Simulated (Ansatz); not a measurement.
WS$_{2}$: W interstitial

These are results of DFT PBE+D3(BJ), scalar-relativistic, plane waves, PAW (Ansatz), not measurements. Settings: 420 eV cutoff, 2×2×2 k-mesh, Gaussian smearing of 0.01 eV, collinear spin in charge +1, +3 alone.

Host crystal, relaxed:

```yaml
crystal:
  lattice:
    - [3.15409, 0.00000, 0.00000]
    - [-1.57704, 2.73152, 0.00000]
    - [0.00000, 0.00000, 12.14483]
  atoms:
    - { symbol: W, position: [0.33333, 0.66667, 0.75000] }
    - { symbol: W, position: [0.66667, 0.33333, 0.25000] }
    - { symbol: S, position: [0.33333, 0.66667, 0.12034] }
    - { symbol: S, position: [0.66667, 0.33333, 0.62034] }
    - { symbol: S, position: [0.33333, 0.66667, 0.37966] }
    - { symbol: S, position: [0.66667, 0.33333, 0.87966] }
```

Supercell of 42 atoms, rows in host cell vectors: 2 -1 0; -3 -2 0; 0 0 -1. Atoms relax at the host's cell, keeping the symmetry that the supercell leaves at the site. The cell is small, so energies carry finite-size errors of tenths of an eV. The host's Kohn–Sham gap is 0.88 eV. Atoms are taken from and returned to the elements' standard states. Charged cells are corrected for image charges with the computed static dielectric tensor (mean 11.7) and aligned with the host's potential at far atoms (alignment terms reach 0.79 eV; the program doubts the alignment in some charges, where it is up to 0.79 eV). No band-filling term is added, and the Fermi level counts from the host's valence band top.

Spin-orbit coupling is left out, which matters for the bands and energies of heavy elements.

Defect: W interstitial at (0.000, 0.000, 0.192) of the host cell.

Task: What is the formation energy of the neutral defect?

Result: 6.43 eV.

Task: Does the neutral defect carry a moment, and how do its surroundings relax?

Result: The neutral run had no spin polarisation, so a moment wasn't tested. The nearest neighbours before are 3 W at 1.95 Å, 3 S at 2.02 Å; after relaxation the atoms near the site are 3 S at 2.23 Å, 3 S at 2.69 Å; the largest move is 1.77 Å.

Task: Charges +3, +2, +1, 0 were computed. Which is stable where in the gap?

Result: Among the charges computed the stable one is +3 at the valence band top, changing to 0 at 0.62 eV. In charge +1 the cell has partly filled bands: a level of the defect may be part filled, the carrier may sit in the host's bands, or levels may cross between the k points, so transitions that involve it are doubtful. Without the alignment that the program doubts, the level (+1/0) would lie at 0.98 eV, outside the gap, so these runs don't decide whether the defect changes charge there. Other sites of the defect weren't tried. Levels between neighbouring charges: (+3/+2) 1.11 eV, (+2/+1) 0.29 eV, (+1/0) 0.45 eV.